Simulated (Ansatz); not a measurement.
Runs of Ansatz 0.2.0 on Ti. The structure is cubic, space group Fm-3m (No. 225). The conventional cell has a = 4.060 Å, b = 4.060 Å, c = 4.060 Å, α = 90.00°, β = 90.00°, γ = 90.00°. Ti (site symmetry m-3m) has 12 Ti at 2.87 Å as nearest neighbours. This isn't the form of Ti at room conditions, which is hcp.

| task | level | cell | gap on the mesh (eV) | pressure (GPa) | V0 of scaled cells (Å³/atom) | relaxed volume (Å³/atom) | B0 (GPa) |
| --- | --- | --- | --- | --- | --- | --- | --- |
| relaxation of cell and atoms | PBEsol | relaxed | none | 0.0 | - | 16.65 | - |
| equation of state | LDA | as given | - | - | (a) | - | 123 |
| relaxation of cell and atoms | LDA | relaxed | none | 0.0 | - | (b) | - |
| equation of state | PBEsol | as given | - | - | 16.65 | - | 114 |
| relaxation of cell and atoms | RPBE | relaxed | none | 0.0 | - | 17.91 | - |

Alike in all rows: potentials or basis Ansatz PAW; no spin polarisation; k mesh 11 × 11 × 11; cutoff (eV) 420; smearing fermi-dirac 0.05 eV.

Question: Estimate the missing entries.

Answer: (a) 15.99; (b) 16.00.

Caveats: the plane-wave basis is chosen anew once the cell has moved, so the energies of steps on either side of that aren't comparable (some runs); the PAW data sets come from PBE, with cores solved anew for the run's functional, which leaves a small shift of forces and pressure (some runs).

A gap of «none» marks a metal or a gap under the smearing width.

Runs at the PBE level aren't shown here.
